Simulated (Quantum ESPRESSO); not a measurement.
# Pb in Quantum ESPRESSO: further runs

One slab, Pb, is run at these levels: PBE; tasks: work function.

Everything below comes from runs of Quantum ESPRESSO 7.5. Logs are shortened: lines on timing, memory, paths and dates and some standing lists are left out, and cuts for length are marked.

### 1 The structure

The cell holds a slab with vacuum, 4 atoms: a = 3.480 Å, b = 3.480 Å, c = 23.385 Å, α = 90.00°, β = 90.00°, γ = 120.00°.

The slab is cut from a database's or a generator's crystal, which needn't be the stable form of the element.

### 2 Work function, PBE

pw.in

```
&CONTROL
  calculation = 'scf'
  prefix = 'pwscf'
  outdir = './tmp'
  pseudo_dir = './pseudo'
  tprnfor = .true.
  disk_io = 'low'
/
&SYSTEM
  ibrav = 0
  celldm(1) = 8
  nat = 4
  ntyp = 1
  ecutwfc = 56
  nbnd = 38
  occupations = 'smearing'
  smearing = 'mp'
  degauss = 0.01469973
/
&ELECTRONS
  conv_thr = 4d-09
  electron_maxstep = 150
  mixing_beta = 0.3
  mixing_mode = 'local-TF'
/
ATOMIC_SPECIES
Pb   207.2000 Pb.upf
CELL_PARAMETERS alat
  0.8220310273332  -0.0000000000000   0.0000000000000
 -0.4110155136762   0.7118997523751   0.0000000000000
  0.0000000000000   0.0000000000000   5.5239056780467
ATOMIC_POSITIONS crystal
Pb     0.6666666667    0.3333333334    0.3207184092
Pb     0.3333333333    0.6666666666    0.4402394697
Pb     0.6666666667    0.3333333334    0.5597605303
Pb     0.3333333333    0.6666666666    0.6792815908
K_POINTS automatic
9 9 1 0 0 0
```

pp_density.in

```
&INPUTPP
  prefix = 'pwscf'
  outdir = './tmp'
  filplot = 'density.dat'
  plot_num = 0
/
&PLOT
  nfile = 1
  filepp(1) = 'density.dat'
  iflag = 3
  output_format = 6
  fileout = 'density.cube'
/
```

pp_potential.in

```
&INPUTPP
  prefix = 'pwscf'
  outdir = './tmp'
  filplot = 'potential.dat'
  plot_num = 11
/
&PLOT
  nfile = 1
  filepp(1) = 'potential.dat'
  iflag = 3
  output_format = 6
  fileout = 'potential.cube'
/
```

pp_elf.in

```
&INPUTPP
  prefix = 'pwscf'
  outdir = './tmp'
  filplot = 'elf.dat'
  plot_num = 8
/
&PLOT
  nfile = 1
  filepp(1) = 'elf.dat'
  iflag = 3
  output_format = 6
  fileout = 'elf.cube'
/
```

Potentials or basis: PseudoDojo 0.4.1 SR PBE standard.

Launch:

```sh
> OMP_NUM_THREADS=1 mpirun -n 2 pw.x -nk 2 -in pw.in > pw.out
> OMP_NUM_THREADS=1 mpirun -n 1 pp.x -in pp_density.in > pp_density.out
> OMP_NUM_THREADS=1 mpirun -n 1 pp.x -in pp_potential.in > pp_potential.out
> OMP_NUM_THREADS=1 mpirun -n 1 pp.x -in pp_elf.in > pp_elf.out
```

pw.out:

```text
This program is part of the open-source Quantum ESPRESSO suite
     for quantum simulation of materials; please cite
         "P. Giannozzi et al., J. Phys.:Condens. Matter 21 395502 (2009);
         "P. Giannozzi et al., J. Phys.:Condens. Matter 29 465901 (2017);
         "P. Giannozzi et al., J. Chem. Phys. 152 154105 (2020);
     in publications or presentations arising from this work. More details at

     Message from routine setup:
     using ibrav=0 with symmetry is DISCOURAGED, use correct ibrav instead

     K-points division:     npool     =       2
     Subspace diagonalization in iterative solution of the eigenvalue problem:
     a serial algorithm will be used

     G-vector sticks info
     --------------------
     sticks:   dense  smooth     PW     G-vecs:    dense   smooth      PW
     Sum         673     673    199                93907    93907   15073

     Using Slab Decomposition

     bravais-lattice index     =            0
     lattice parameter (alat)  =       8.0000  a.u.
     unit-cell volume          =    1655.0963 (a.u.)^3
     number of atoms/cell      =            4
     number of atomic types    =            1
     number of electrons       =        56.00
     number of Kohn-Sham states=           38
     kinetic-energy cutoff     =      56.0000  Ry
     charge density cutoff     =     224.0000  Ry
     scf convergence threshold =      4.0E-09
     mixing beta               =       0.3000
     number of iterations used =            8  local-TF  mixing
     Exchange-correlation= PBE
                           (   1   4   3   4   0   0   0)

     celldm(1)=   8.000000  celldm(2)=   0.000000  celldm(3)=   0.000000
     celldm(4)=   0.000000  celldm(5)=   0.000000  celldm(6)=   0.000000

     crystal axes: (cart. coord. in units of alat)
               a(1) = (   0.822031  -0.000000   0.000000 )
               a(2) = (  -0.411016   0.711900   0.000000 )
               a(3) = (   0.000000   0.000000   5.523906 )

     reciprocal axes: (cart. coord. in units 2 pi/alat)
               b(1) = (  1.216499  0.702346 -0.000000 )
               b(2) = (  0.000000  1.404692 -0.000000 )
               b(3) = ( -0.000000 -0.000000  0.181031 )

     PseudoPot. # 1 for Pb read from file:
     Pb.upf
     Pseudo is Norm-conserving + core correction, Zval = 14.0
     Generated using ONCVPSP code by D. R. Hamann
     Using radial grid of 1678 points,  6 beta functions with:
                l(1) =   0
                l(2) =   0
                l(3) =   1
                l(4) =   1
                l(5) =   2
                l(6) =   2

     atomic species   valence    mass     pseudopotential
     Pb               14.00   207.20000     Pb( 1.00)

     12 Sym. Ops., with inversion, found

   Cartesian axes

     site n.     atom                  positions (alat units)
         1        Pb     tau(   1) = (   0.4110155   0.2372999   1.7716182  )
         2        Pb     tau(   2) = (  -0.0000000   0.4745998   2.4318413  )
         3        Pb     tau(   3) = (   0.4110155   0.2372999   3.0920644  )
         4        Pb     tau(   4) = (  -0.0000000   0.4745998   3.7522874  )

     number of k points=    12  Methfessel-Paxton smearing, width (Ry)=  0.0147
                       cart. coord. in units 2pi/alat
        k(    1) = (   0.0000000   0.0000000   0.0000000), wk =   0.0246914
        k(    2) = (   0.0000000   0.1560769   0.0000000), wk =   0.1481481
        k(    3) = (   0.0000000   0.3121538   0.0000000), wk =   0.1481481
        k(    4) = (   0.0000000   0.4682307   0.0000000), wk =   0.1481481
        k(    5) = (   0.0000000   0.6243076   0.0000000), wk =   0.1481481
        k(    6) = (   0.1351666   0.2341154   0.0000000), wk =   0.1481481
        k(    7) = (   0.1351666   0.3901923   0.0000000), wk =   0.2962963
        k(    8) = (   0.1351666   0.5462692   0.0000000), wk =   0.2962963
        k(    9) = (   0.1351666   0.7023461   0.0000000), wk =   0.1481481
        k(   10) = (   0.2703331   0.4682307   0.0000000), wk =   0.1481481
        k(   11) = (   0.2703331   0.6243076   0.0000000), wk =   0.2962963
        k(   12) = (   0.4054997   0.7023461   0.0000000), wk =   0.0493827

     Dense  grid:    93907 G-vectors     FFT dimensions: (  32,  32, 216)

     Initial potential from superposition of free atoms

     starting charge      55.9914, renormalised to      56.0000

     negative rho (up, down):  1.277E-05 0.000E+00
     Starting wfcs are   36 randomized atomic wfcs +    2 random wfcs

     Self-consistent Calculation

     iteration #  1     ecut=    56.00 Ry     beta= 0.30
     Davidson diagonalization with overlap
     ethr =  1.00E-02,  avg # of iterations =  6.1

     Threshold (ethr) on eigenvalues was too large:
     Diagonalizing with lowered threshold

     Davidson diagonalization with overlap
     ethr =  1.06E-04,  avg # of iterations =  7.3

     total energy              =    -563.04036421 Ry
     estimated scf accuracy    <       0.06156822 Ry

     iteration #  2     ecut=    56.00 Ry     beta= 0.30
     Davidson diagonalization with overlap
     ethr =  1.10E-04,  avg # of iterations =  1.1

     total energy              =    -563.03030446 Ry
     estimated scf accuracy    <       0.04288294 Ry

     iteration #  3     ecut=    56.00 Ry     beta= 0.30
     Davidson diagonalization with overlap
     ethr =  7.66E-05,  avg # of iterations =  4.7

     total energy              =    -563.03421499 Ry
     estimated scf accuracy    <       0.00207067 Ry
[... 65 lines left out ...]
     iteration # 12     ecut=    56.00 Ry     beta= 0.30
     Davidson diagonalization with overlap
     ethr =  2.62E-10,  avg # of iterations =  2.8

     negative rho (up, down):  1.634E-05 0.000E+00

     total energy              =    -563.03387900 Ry
     estimated scf accuracy    <       0.00000001 Ry

     iteration # 13     ecut=    56.00 Ry     beta= 0.30
     Davidson diagonalization with overlap
     ethr =  2.48E-11,  avg # of iterations =  2.1

     End of self-consistent calculation

          k = 0.0000 0.0000 0.0000 ( 11715 PWs)   bands (ev):

   -13.3727 -13.3690 -13.3325 -13.3221 -13.3221 -13.3143 -13.3143 -13.3127
   -13.2983 -13.2983 -13.2771 -13.2771 -13.2133 -13.2133 -13.1678 -13.1678
   -13.1025 -13.1025 -13.0485 -13.0485  -7.9491  -7.2243  -6.0948  -4.8270
     0.2641   2.2916   4.8127   6.8217   7.2389   8.6838   8.6886   9.5934
     9.5934  10.1490  10.1490  10.7975  10.7975  10.8619

          k = 0.0000 0.1561 0.0000 ( 11703 PWs)   bands (ev):

   -13.3653 -13.3625 -13.3317 -13.3269 -13.3228 -13.2967 -13.2954 -13.2914
   -13.2871 -13.2728 -13.2678 -13.2504 -13.2255 -13.2189 -13.1748 -13.1677
   -13.1150 -13.1022 -13.0674 -13.0458  -7.7332  -7.0119  -5.8942  -4.6512
     0.5030   2.4829   4.9400   6.9589   7.4073   7.5106   8.1789   8.5889
     8.8063   8.8758   9.2856   9.4811   9.6526  10.3967

          k = 0.0000 0.3122 0.0000 ( 11680 PWs)   bands (ev):
[... 65 lines left out ...]
   -13.3881 -13.3693 -13.3610 -13.3309 -13.3155 -13.2845 -13.2773 -13.2624
   -13.2544 -13.2308 -13.1772 -13.1731 -13.1522 -13.1273 -13.1176 -13.0847
   -13.0788 -13.0644 -13.0371 -13.0136  -4.2751  -3.7843  -3.2588  -3.0382
     1.0165   1.0655   1.6322   2.2875   3.3029   3.3850   4.1865   4.6368
     5.4804   6.0872   7.1681   7.8090   9.7966  10.1870

          k = 0.4055 0.7023 0.0000 ( 11748 PWs)   bands (ev):

   -13.3952 -13.3474 -13.3474 -13.3175 -13.2927 -13.2927 -13.2207 -13.2207
   -13.2035 -13.1988 -13.1941 -13.1930 -13.1930 -13.1602 -13.1325 -13.0977
   -13.0977 -13.0723 -13.0434 -13.0434  -3.4266  -3.4266  -3.1988  -3.1988
     1.1358   1.6294   1.6294   1.8912   2.7804   2.7804   2.9717   4.0990
     5.6271   5.6271   7.5954   7.5954   9.1952  10.3806

     the Fermi energy is     3.6613 ev

!    total energy              =    -563.03387884 Ry
     estimated scf accuracy    <          3.9E-09 Ry
     smearing contrib. (-TS)   =       0.00100863 Ry
     internal energy E=F+TS    =    -563.03488747 Ry

     The total energy is F=E-TS. E is the sum of the following terms:
     one-electron contribution =   -2312.38814646 Ry
     hartree contribution      =    1181.41894470 Ry
     xc contribution           =    -159.90385461 Ry
     ewald contribution        =     727.83816890 Ry

     convergence has been achieved in  13 iterations

     Forces acting on atoms (cartesian axes, Ry/au):

     atom    1 type  1   force =     0.00000000   -0.00000000   -0.00060110
     atom    2 type  1   force =     0.00000000    0.00000000   -0.01574011
     atom    3 type  1   force =     0.00000000   -0.00000000    0.01574011
     atom    4 type  1   force =     0.00000000   -0.00000000    0.00060110

     Total force =     0.022276     Total SCF correction =     0.000422

=------------------------------------------------------------------------------=
   JOB DONE.
=------------------------------------------------------------------------------=
```

pp_density.out:

```text
This program is part of the open-source Quantum ESPRESSO suite
     for quantum simulation of materials; please cite
         "P. Giannozzi et al., J. Phys.:Condens. Matter 21 395502 (2009);
         "P. Giannozzi et al., J. Phys.:Condens. Matter 29 465901 (2017);
         "P. Giannozzi et al., J. Chem. Phys. 152 154105 (2020);
     in publications or presentations arising from this work. More details at

     IMPORTANT: XC functional enforced from input :
     Exchange-correlation= PBE
                           (   1   4   3   4   0   0   0)
     Any further DFT definition will be discarded
     Please, verify this is what you really want

     G-vector sticks info
     --------------------
     sticks:   dense  smooth     PW     G-vecs:    dense   smooth      PW
     Sum         673     673    199                93907    93907   15073

     Using Slab Decomposition

     Calling punch_plot, plot_num =   0
     Writing data to file  density.dat
     Reading data from file  density.dat

     Writing data to be plotted to file density.cube
     Plot Type: 3D                     Output format: Gaussian cube

=------------------------------------------------------------------------------=
   JOB DONE.
=------------------------------------------------------------------------------=
```

Wall time 51 s (2 MPI ranks of Arm Neoverse V2, shared host); peak memory 0.42 GiB.

What came out:

| Quantity | Value |
| --- | --- |
| Free energy | -7660.4662 eV |
| Largest force | 0.405 eV/Å |
| Band gap on the k mesh | none (metal or under the smearing width) |
| Work function of the upper face | 3.84 eV |
| Work function of the lower face | 3.84 eV |

Forces on the atoms (eV/Å):
```
Pb   0.000  0.000 -0.015
Pb   0.000  0.000 -0.405
Pb   0.000  0.000  0.405
Pb   0.000  0.000  0.015
```

Spin-orbit coupling is left out, which matters for the levels of Pb.

### 3 Work function, PBE

Edit pw.in of step 2 so:

```diff
@@ -17,3 +17,3 @@
   smearing = 'mp'
-  degauss = 0.01469973
+  degauss = 0.02204959
 /
```

pp_density.in is that of step 2.

pp_potential.in is that of step 2.

pp_elf.in is that of step 2.

Potentials or basis: PseudoDojo 0.4.1 SR PBE standard.

Launch:

```sh
> OMP_NUM_THREADS=1 mpirun -n 2 pw.x -nk 2 -in pw.in > pw.out
> OMP_NUM_THREADS=1 mpirun -n 1 pp.x -in pp_density.in > pp_density.out
> OMP_NUM_THREADS=1 mpirun -n 1 pp.x -in pp_potential.in > pp_potential.out
> OMP_NUM_THREADS=1 mpirun -n 1 pp.x -in pp_elf.in > pp_elf.out
```

pw.out:

```text
This program is part of the open-source Quantum ESPRESSO suite
     for quantum simulation of materials; please cite
         "P. Giannozzi et al., J. Phys.:Condens. Matter 21 395502 (2009);
         "P. Giannozzi et al., J. Phys.:Condens. Matter 29 465901 (2017);
         "P. Giannozzi et al., J. Chem. Phys. 152 154105 (2020);
     in publications or presentations arising from this work. More details at

     Message from routine setup:
     using ibrav=0 with symmetry is DISCOURAGED, use correct ibrav instead

     K-points division:     npool     =       2
     Subspace diagonalization in iterative solution of the eigenvalue problem:
     a serial algorithm will be used

     G-vector sticks info
     --------------------
     sticks:   dense  smooth     PW     G-vecs:    dense   smooth      PW
     Sum         673     673    199                93907    93907   15073

     Using Slab Decomposition

     bravais-lattice index     =            0
     lattice parameter (alat)  =       8.0000  a.u.
     unit-cell volume          =    1655.0963 (a.u.)^3
     number of atoms/cell      =            4
     number of atomic types    =            1
     number of electrons       =        56.00
     number of Kohn-Sham states=           38
     kinetic-energy cutoff     =      56.0000  Ry
     charge density cutoff     =     224.0000  Ry
     scf convergence threshold =      4.0E-09
     mixing beta               =       0.3000
     number of iterations used =            8  local-TF  mixing
     Exchange-correlation= PBE
                           (   1   4   3   4   0   0   0)

     celldm(1)=   8.000000  celldm(2)=   0.000000  celldm(3)=   0.000000
     celldm(4)=   0.000000  celldm(5)=   0.000000  celldm(6)=   0.000000

     crystal axes: (cart. coord. in units of alat)
               a(1) = (   0.822031  -0.000000   0.000000 )
               a(2) = (  -0.411016   0.711900   0.000000 )
               a(3) = (   0.000000   0.000000   5.523906 )

     reciprocal axes: (cart. coord. in units 2 pi/alat)
               b(1) = (  1.216499  0.702346 -0.000000 )
               b(2) = (  0.000000  1.404692 -0.000000 )
               b(3) = ( -0.000000 -0.000000  0.181031 )

     PseudoPot. # 1 for Pb read from file:
     Pb.upf
     Pseudo is Norm-conserving + core correction, Zval = 14.0
     Generated using ONCVPSP code by D. R. Hamann
     Using radial grid of 1678 points,  6 beta functions with:
                l(1) =   0
                l(2) =   0
                l(3) =   1
                l(4) =   1
                l(5) =   2
                l(6) =   2

     atomic species   valence    mass     pseudopotential
     Pb               14.00   207.20000     Pb( 1.00)

     12 Sym. Ops., with inversion, found

   Cartesian axes

     site n.     atom                  positions (alat units)
         1        Pb     tau(   1) = (   0.4110155   0.2372999   1.7716182  )
         2        Pb     tau(   2) = (  -0.0000000   0.4745998   2.4318413  )
         3        Pb     tau(   3) = (   0.4110155   0.2372999   3.0920644  )
         4        Pb     tau(   4) = (  -0.0000000   0.4745998   3.7522874  )

     number of k points=    12  Methfessel-Paxton smearing, width (Ry)=  0.0220
                       cart. coord. in units 2pi/alat
        k(    1) = (   0.0000000   0.0000000   0.0000000), wk =   0.0246914
        k(    2) = (   0.0000000   0.1560769   0.0000000), wk =   0.1481481
        k(    3) = (   0.0000000   0.3121538   0.0000000), wk =   0.1481481
        k(    4) = (   0.0000000   0.4682307   0.0000000), wk =   0.1481481
        k(    5) = (   0.0000000   0.6243076   0.0000000), wk =   0.1481481
        k(    6) = (   0.1351666   0.2341154   0.0000000), wk =   0.1481481
        k(    7) = (   0.1351666   0.3901923   0.0000000), wk =   0.2962963
        k(    8) = (   0.1351666   0.5462692   0.0000000), wk =   0.2962963
        k(    9) = (   0.1351666   0.7023461   0.0000000), wk =   0.1481481
        k(   10) = (   0.2703331   0.4682307   0.0000000), wk =   0.1481481
        k(   11) = (   0.2703331   0.6243076   0.0000000), wk =   0.2962963
        k(   12) = (   0.4054997   0.7023461   0.0000000), wk =   0.0493827

     Dense  grid:    93907 G-vectors     FFT dimensions: (  32,  32, 216)

     Initial potential from superposition of free atoms

     starting charge      55.9914, renormalised to      56.0000

     negative rho (up, down):  1.277E-05 0.000E+00
     Starting wfcs are   36 randomized atomic wfcs +    2 random wfcs

     Self-consistent Calculation

     iteration #  1     ecut=    56.00 Ry     beta= 0.30
     Davidson diagonalization with overlap
     ethr =  1.00E-02,  avg # of iterations =  6.1

     Threshold (ethr) on eigenvalues was too large:
     Diagonalizing with lowered threshold

     Davidson diagonalization with overlap
     ethr =  1.06E-04,  avg # of iterations =  7.3

     total energy              =    -563.03982760 Ry
     estimated scf accuracy    <       0.06165407 Ry

     iteration #  2     ecut=    56.00 Ry     beta= 0.30
     Davidson diagonalization with overlap
     ethr =  1.10E-04,  avg # of iterations =  1.1
[... 79 lines left out ...]
     total energy              =    -563.03336498 Ry
     estimated scf accuracy    <       0.00000001 Ry

     iteration # 13     ecut=    56.00 Ry     beta= 0.30
     Davidson diagonalization with overlap
     ethr =  1.81E-11,  avg # of iterations =  2.1

     End of self-consistent calculation

          k = 0.0000 0.0000 0.0000 ( 11715 PWs)   bands (ev):

   -13.3727 -13.3686 -13.3343 -13.3230 -13.3230 -13.3149 -13.3149 -13.3147
   -13.3021 -13.3021 -13.2809 -13.2809 -13.2143 -13.2143 -13.1684 -13.1684
   -13.1039 -13.1039 -13.0508 -13.0508  -7.9511  -7.2253  -6.0951  -4.8285
     0.2638   2.2918   4.8129   6.8231   7.2479   8.6920   8.6946   9.5912
     9.5912  10.1479  10.1479  10.7969  10.7969  10.8671

          k = 0.0000 0.1561 0.0000 ( 11703 PWs)   bands (ev):
[... 81 lines left out ...]
   -13.3968 -13.3486 -13.3486 -13.3178 -13.2936 -13.2936 -13.2221 -13.2221
   -13.2050 -13.1995 -13.1948 -13.1943 -13.1943 -13.1636 -13.1368 -13.0995
   -13.0995 -13.0743 -13.0454 -13.0454  -3.4288  -3.4288  -3.1992  -3.1992
     1.1334   1.6280   1.6280   1.8899   2.7792   2.7792   2.9709   4.0965
     5.6269   5.6269   7.5946   7.5946   9.1947  10.3814

     the Fermi energy is     3.6719 ev

!    total energy              =    -563.03336479 Ry
     estimated scf accuracy    <          2.9E-09 Ry
     smearing contrib. (-TS)   =       0.00147669 Ry
     internal energy E=F+TS    =    -563.03484148 Ry

     The total energy is F=E-TS. E is the sum of the following terms:
     one-electron contribution =   -2312.38238840 Ry
     hartree contribution      =    1181.41308620 Ry
     xc contribution           =    -159.90370817 Ry
     ewald contribution        =     727.83816890 Ry

     convergence has been achieved in  13 iterations

     Forces acting on atoms (cartesian axes, Ry/au):

     atom    1 type  1   force =     0.00000000   -0.00000000   -0.00087073
     atom    2 type  1   force =     0.00000000    0.00000000   -0.01565525
     atom    3 type  1   force =     0.00000000   -0.00000000    0.01565525
     atom    4 type  1   force =     0.00000000    0.00000000    0.00087073

     Total force =     0.022174     Total SCF correction =     0.000304

=------------------------------------------------------------------------------=
   JOB DONE.
=------------------------------------------------------------------------------=
```

Wall time 52 s (2 MPI ranks of Arm Neoverse V2, shared host); peak memory 0.42 GiB.

These settings aren't checked as converged: the numbers below hold their error.

What came out:

- Free energy: -7660.4592 eV
- Largest force: 0.403 eV/Å
- Band gap on the k mesh: none (metal or under the smearing width)
- Work function of the upper face: 3.83 eV
- Work function of the lower face: 3.83 eV
